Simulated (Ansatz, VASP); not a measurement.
# HfO2 in VASP and in Ansatz

```
CELL_PARAMETERS angstrom
0.00000 2.52956 2.52956
2.52956 0.00000 2.52956
2.52956 2.52956 0.00000
ATOMIC_POSITIONS crystal
Hf 0.00000 0.00000 0.00000
O 0.25000 0.25000 0.25000
O 0.75000 0.75000 0.75000
```

Alike in both runs: functional r2SCAN; k mesh 6 × 6 × 6; occupations gaussian, width 0.1 eV; no spin polarisation.

Ansatz relaxed the structure, and its values are those at the end. VASP's run is a single point on that final structure, the one shown.

|  | VASP | Ansatz |
| --- | --- | --- |
| version | VASP 6.6.1 | Ansatz 0.2.0 |
| potentials or method | VASP PAW PBE potentials, release 64 (Hf_pv, O) | scalar-relativistic, plane waves, PAW |
| plane-wave cutoff (eV) | 520 | 500 |
| valence electrons in the cell | 22 | 38 |

Ansatz gave:

* gap on the k mesh at the Fermi level (eV): 4.30
* least direct gap on the mesh (eV): 4.30
* pressure (GPa): -0.1

**Question.** What did VASP give for the same quantities?

**Answer.** gap on the k mesh at the Fermi level (eV): 4.31; least direct gap on the mesh (eV): 4.31; pressure (GPa): -4.1.

One of these differences is far larger than is usual between the two programs; its cause wasn't traced. The two sets of potentials don't hold the same shells in valence.

Caveats: the PAW data sets were made with another functional, which shifts forces and pressure a little (VASP); spin-orbit coupling is left out, which moves the levels of the heavy elements. r2SCAN opens gaps a little over a GGA but as a rule still falls short of measured ones. A k mesh can miss the band edges.
